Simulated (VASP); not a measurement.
# ZnS (Fm-3m) in VASP: notebook

The runs below take ZnS through single point, with PBEsol.

All numbers are computed with VASP 6.6.1; they aren't measurements. Logs are shortened: lines on timing, memory, paths and dates and some standing lists are left out, and cuts for length are marked.

## Step 1: The structure

The structure is cubic, space group Fm-3m (No. 225). The conventional cell has a = 5.017 Å, b = 5.017 Å, c = 5.017 Å, α = 90.00°, β = 90.00°, γ = 90.00°. Around S (site symmetry m-3m) lie 6 Zn at 2.51 Å. Zn (site symmetry m-3m) has 6 S at 2.51 Å as nearest neighbours.

The cell was built by a generator and needn't be a form met in nature.

## Step 2: Single point, PBEsol

The input, INCAR:

```
SYSTEM = ZnS
PREC     = Accurate       ! precision mode
ENCUT    = 520            ! plane-wave cutoff, eV
EDIFF    = 1E-7           ! SCF threshold, eV
ISMEAR   = 0              ! smearing method
SIGMA    = 0.05           ! smearing width, eV
LREAL    = .False.        ! projectors in reciprocal space
LASPH    = .True.         ! aspherical terms in the spheres
NELM     = 100            ! most SCF steps
ALGO     = Fast           ! electronic algorithm
ISIF     = 2              ! what is computed and relaxed
LWAVE    = .False.        ! write WAVECAR
LCHARG   = .False.        ! write CHGCAR
GGA      = PS             ! functional
NBANDS   = 16             ! bands
```

The input, KPOINTS:

```
Automatic mesh
0
Gamma
  12 12 12
  0 0 0
```

The input, POSCAR:

```
ZnS
1.0
    0.0000000000      2.5087288403      2.5087288403
    2.5087288403      0.0000000000      2.5087288403
    2.5087288403      2.5087288403      0.0000000000
S Zn
1 1
Direct
    0.0000000000      0.0000000000      0.0000000000
    0.5000000000      0.5000000000      0.5000000000
```

Potentials or basis: VASP PAW PBE potentials, release 64 (S, Zn).

Command:

```sh
$ cat potpaw_PBE.64/S/POTCAR potpaw_PBE.64/Zn/POTCAR > POTCAR
$ mpirun -np 1 vasp_std > vasp.out
```

OUTCAR:

```text
SYSTEM = ZnS
   PREC = Accurate
   ENCUT = 520
   EDIFF = 1E-7
   ISMEAR = 0
   LREAL = .False.
   LASPH = .True.
   NELM = 100
   ISIF = 2
   GGA = PS

 ion  position               nearest neighbor table
   1  0.000  0.000  0.000-   2 2.51   2 2.51   2 2.51   2 2.51   2 2.51   2 2.51
   2  0.500  0.500  0.500-   1 2.51   1 2.51   1 2.51   1 2.51   1 2.51   1 2.51

  LATTYP: Found a face centered cubic cell.
 ALAT       =     5.0174576806

  Lattice vectors:

 A1 = (   0.0000000000,   2.5087288403,   2.5087288403)
 A2 = (   2.5087288403,   0.0000000000,   2.5087288403)
 A3 = (   2.5087288403,   2.5087288403,   0.0000000000)

Analysis of symmetry for initial positions (statically):
=====================================================================
 Subroutine PRICEL returns:
 Original cell was already a primitive cell.

 Routine SETGRP: Setting up the symmetry group for a
 face centered cubic supercell.

 Subroutine GETGRP returns: Found 48 space group operations
 (whereof 48 operations were pure point group operations)
 out of a pool of 48 trial point group operations.

The static configuration has the point symmetry O_h .

Analysis of symmetry for dynamics (positions and initial velocities):
=====================================================================
 Subroutine PRICEL returns:
 Original cell was already a primitive cell.

 Routine SETGRP: Setting up the symmetry group for a
 face centered cubic supercell.

 Subroutine GETGRP returns: Found 48 space group operations
 (whereof 48 operations were pure point group operations)
 out of a pool of 48 trial point group operations.

The dynamic configuration has the point symmetry O_h .

 Subroutine INISYM returns: Found 48 space group operations
 (whereof 48 operations are pure point group operations),
 and found     1 'primitive' translations

----------------------------------------------------------------------------------------

                                     Primitive cell

  volume of cell :      31.5785

  direct lattice vectors                    reciprocal lattice vectors
     0.000000000  2.508728840  2.508728840    -0.199304122  0.199304122  0.199304122
     2.508728840  0.000000000  2.508728840     0.199304122 -0.199304122  0.199304122
     2.508728840  2.508728840  0.000000000     0.199304122  0.199304122 -0.199304122

  length of vectors
     3.547878350  3.547878350  3.547878350     0.345204866  0.345204866  0.345204866

  position of ions in fractional coordinates (direct lattice)
     0.000000000  0.000000000  0.000000000
     0.500000000  0.500000000  0.500000000
[... 75 lines left out ...]
   ENCUT  =  520.0 eV  38.22 Ry    6.18 a.u.   6.60  6.60  6.60*2*pi/ulx,y,z
   NELM   =    100;   NELMIN=  2; NELMDL= -5     # of ELM steps
   EDIFF  = 0.1E-06   stopping-criterion for ELM
   LREAL  =      F    real-space projection
   EDIFFG = 0.1E-05   stopping-criterion for IOM
   NSW    =      0    number of steps for IOM
   IBRION =     -1    ionic relax: 0-MD 1-quasi-New 2-CG
   NFREE  =      0    steps in history (QN), initial steepest desc. (CG)
   ISIF   =      2    stress and relaxation
   ISYM   =      2    0-nonsym 1-usesym 2-fastsym
   POTIM  = 0.5000    time-step for ionic-motion
   TEBEG  =    0.0;   TEEND  =   0.0 temperature during run
   PSTRESS=    0.0 pullay stress
   NELECT =      18.0000    total number of electrons
   NUPDOWN=      -1.0000    fix difference up-down
   EMIN   =  10.00;   EMAX   =-10.00  energy-range for DOS
   EFERMI =   0.00;   METHOD = LEGACY
   ISMEAR =     0;   SIGMA  =   0.05  broadening in eV -4-tet -1-fermi 0-gaus
   EFERMI_NEDOS =   21; number of points for ismear=-14 and -15
   IALGO  =     68    algorithm
   IMIX   =      4    mixing-type and parameters
     AMIX     =   0.40;   BMIX     =  1.00
     AMIX_MAG =   1.60;   BMIX_MAG =  1.00
  volume/ion in A,a.u.               =      15.79       106.55
  Fermi-wavevector in a.u.,A,eV,Ry     =   1.357382  2.565079 25.068526  1.842485
  Thomas-Fermi vector in A             =   2.484305
   LORBIT       =      0    0 simple, 1 ext, 2 COOP (PROOUT), +10 PAW based schemes
   GGA     = PS    functional components
   LHFCALC =     F    Hartree Fock is set to
   AEXX    =    0.0000 exact exchange contribution
   IVDW    =     0    specifies the selected vdW correction
   LEPSILON=     F    determine dielectric tensor
   LRPA    =     F    only Hartree local field effects (RPA)
 non-spin polarized calculation
 RMM-DIIS sequential band-by-band and
 Gauss-broadening in eV      SIGMA  =   0.05
  energy-cutoff  :      520.00
  volume of cell :       31.58
 maximum number of plane-waves:       881
   NGX = 13   NGY = 13   NGZ = 13

 number of electron      18.0000015 magnetization

 Free energy of the ion-electron system (eV)
  ---------------------------------------------------
  ext. energy  EPLUGINS =         0.00000000
  ---------------------------------------------------
  free energy    TOTEN  =        -7.04673847 eV

  energy without entropy =       -7.04616904  energy(sigma->0) =       -7.04645375

 E-fermi :   4.2835     XC(G=0): -11.2169

 val. band max:        4.2616675519   @ k =  -0.1667   0.1667   0.0000
 cond. band min:       4.4102082623   @ k =   0.5000   0.4167   0.0000
 fundamental gap:      0.1485407104
 Fermi energy:         4.2835446172

 k-point     1 :       0.0000    0.0000    0.0000
  band No.  band energies     occupation
      1      -9.9417      2.00000
      2      -2.1420      2.00000
      3      -2.1420      2.00000
      4      -2.1277      2.00000
      5      -2.1277      2.00000
      6      -2.1277      2.00000
[... 433 lines left out ...]
      3      -2.4644      2.00000
      4      -2.4036      2.00000
      5      -1.9436      2.00000
      6      -1.9231      2.00000
[... 8 lines left out ...]
     15      17.5693      0.00000
     16      19.0394      0.00000

 [... further k-points ...]
[... 5 lines left out ...]
  --------------------------------------------------------------------------------------
  -------------------------------------------------------------------------------------
  Total        0.0736537      0.0736537      0.0736537      0.0000000     -0.0000000      0.0000000
  in kB        3.7369221      3.7369221      3.7369221      0.0000000     -0.0000000      0.0000000
  external PRESSURE =       3.7369221 kB  Pullay stress =       0.0000000 kB

 VOLUME and BASIS-vectors are now :
 -----------------------------------------------------------------------------
  energy-cutoff  :      520.00
  volume of cell :       31.58
      direct lattice vectors                 reciprocal lattice vectors
     0.000000000  2.508728840  2.508728840    -0.199304122  0.199304122  0.199304122
     2.508728840  0.000000000  2.508728840     0.199304122 -0.199304122  0.199304122
     2.508728840  2.508728840  0.000000000     0.199304122  0.199304122 -0.199304122

 POSITION                                       TOTAL-FORCE (eV/Angst)
 -----------------------------------------------------------------------------------
      0.00000      0.00000      0.00000         0.000000      0.000000      0.000000
      2.50873      2.50873      2.50873        -0.000000     -0.000000     -0.000000
 -----------------------------------------------------------------------------------
    total drift:                                0.000000      0.000000      0.000000

  FREE ENERGIE OF THE ION-ELECTRON SYSTEM (eV)
  ---------------------------------------------------
  free  energy   TOTEN  =        -7.0467384724 eV

  energy  without entropy=       -7.0461690373  energy(sigma->0) =       -7.04645375
```

OSZICAR:

```text
N       E                     dE             d eps       ncg     rms          rms(c)
DAV:   1     0.783771637260E+02    0.78377E+02   -0.86804E+03  2312   0.139E+03
DAV:   2    -0.301308744249E+01   -0.81390E+02   -0.76210E+02  2688   0.263E+02
DAV:   3    -0.745117698208E+01   -0.44381E+01   -0.44034E+01  2864   0.570E+01
DAV:   4    -0.748703700884E+01   -0.35860E-01   -0.35854E-01  2776   0.526E+00
DAV:   5    -0.748734613539E+01   -0.30913E-03   -0.30912E-03  2904   0.488E-01    0.745E+00
RMM:   6    -0.708146944264E+01    0.40588E+00   -0.76898E-01  2687   0.851E+00    0.583E+00
RMM:   7    -0.705075284946E+01    0.30717E-01   -0.13338E-01  2811   0.379E+00    0.271E+00
RMM:   8    -0.704778294722E+01    0.29699E-02   -0.23062E-02  2978   0.104E+00    0.899E-01
RMM:   9    -0.704666034026E+01    0.11226E-02   -0.53749E-03  2967   0.784E-01    0.166E-01
RMM:  10    -0.704670873421E+01   -0.48394E-04   -0.12532E-03  2988   0.323E-01    0.853E-02
RMM:  11    -0.704673109178E+01   -0.22358E-04   -0.29067E-04  2951   0.157E-01    0.776E-02
RMM:  12    -0.704673653647E+01   -0.54447E-05   -0.80609E-05  2950   0.653E-02    0.230E-02
RMM:  13    -0.704673800914E+01   -0.14727E-05   -0.14724E-05  3124   0.291E-02    0.282E-02
RMM:  14    -0.704673836237E+01   -0.35323E-06   -0.43083E-06  2315   0.131E-02    0.247E-02
RMM:  15    -0.704673848666E+01   -0.12429E-06   -0.83985E-07  1839   0.623E-03    0.683E-03
RMM:  16    -0.704673847238E+01    0.14280E-07   -0.33403E-07  1761   0.562E-03
   1 F= -.70467385E+01 E0= -.70464538E+01  d E =-.569435E-03
```

Run time: 22 s. Hardware: 1 thread of Intel Xeon 6975P-C (Granite Rapids), shared host; peak memory 0.17 GiB.

What came out:

```
Free energy            : -7.0467 eV
Pressure               : 0.4 GPa
Band gap on the k mesh : none (metal or under the smearing width)
```

Levels at points of the mesh, in eV from the Fermi level:
```
           k point  band 6  band 7  band 8  band 9  band 10  band 11  band 12  band 13
(0.00, 0.00, 0.00)   -6.41   -0.67   -0.67   -0.67     2.03     8.94     8.94     8.94
(0.50, 0.00, 0.00)   -6.22   -5.52   -0.11   -0.11     3.70     5.42     5.42     7.75
(0.50, 0.50, 0.00)   -5.69   -5.63   -2.74   -2.74    -0.42     5.16    12.08    12.60
```

Caveat: the PAW data sets were made with another functional, which shifts forces and pressure a little.

## Step 3: Single point, PBEsol

This run uses another cell than the first one, of 13.89 Å³/atom, 0.880 times its volume.

The input, INCAR:

```
SYSTEM = ZnS
ALGO     = Fast           ! electronic algorithm
EDIFF    = 1E-7           ! SCF threshold, eV
ENCUT    = 520            ! plane-wave cutoff, eV
GGA      = PS             ! functional
ISIF     = 2              ! what is computed and relaxed
ISMEAR   = 0              ! smearing method
LASPH    = .True.         ! aspherical terms in the spheres
LCHARG   = .False.        ! write CHGCAR
LREAL    = .False.        ! projectors in reciprocal space
LWAVE    = .False.        ! write WAVECAR
NBANDS   = 16             ! bands
NELM     = 100            ! most SCF steps
PREC     = Accurate       ! precision mode
SIGMA    = 0.05           ! smearing width, eV
```

The input, KPOINTS:

```
k-points
0
Gamma
  12 12 12
  0 0 0
```

The input, POSCAR:

```
ZnS
1.0
    0.0000000000      2.4040746363      2.4040746363
    2.4040746363      0.0000000000      2.4040746363
    2.4040746363      2.4040746363      0.0000000000
S Zn
1 1
Direct
    0.0000000000      0.0000000000      0.0000000000
    0.5000000000      0.5000000000      0.5000000000
```

Potentials or basis: VASP PAW PBE potentials, release 64 (S, Zn).

Command:

```sh
$ cat potpaw_PBE.64/S/POTCAR potpaw_PBE.64/Zn/POTCAR > POTCAR
$ mpirun -np 1 vasp_std > vasp.out
```

Wall time 22 s (1 thread of Intel Xeon 6975P-C (Granite Rapids), shared host); peak memory 0.17 GiB.

It converged, with:

```
Free energy            : -6.8580 eV
Pressure               : 17.4 GPa
Band gap on the k mesh : none (metal or under the smearing width)
```

Levels at points of the mesh, in eV from the Fermi level:
| k point | band 6 | band 7 | band 8 | band 9 | band 10 | band 11 | band 12 | band 13 |
| --- | --- | --- | --- | --- | --- | --- | --- | --- |
| (0.00, 0.00, 0.00) | -6.85 | -0.88 | -0.88 | -0.88 | 3.07 | 8.84 | 8.84 | 8.84 |
| (0.50, 0.00, 0.00) | -6.59 | -5.91 | -0.10 | -0.10 | 3.65 | 5.21 | 5.21 | 8.93 |
| (0.50, 0.50, 0.00) | -6.51 | -5.85 | -3.35 | -3.35 | -0.47 | 4.78 | 13.34 | 13.80 |

Caveat: so large a pressure means that the cell lies far from this level's equilibrium, or that cutoff or potentials fall short; the potentials were made for another functional, which shifts forces and pressure.
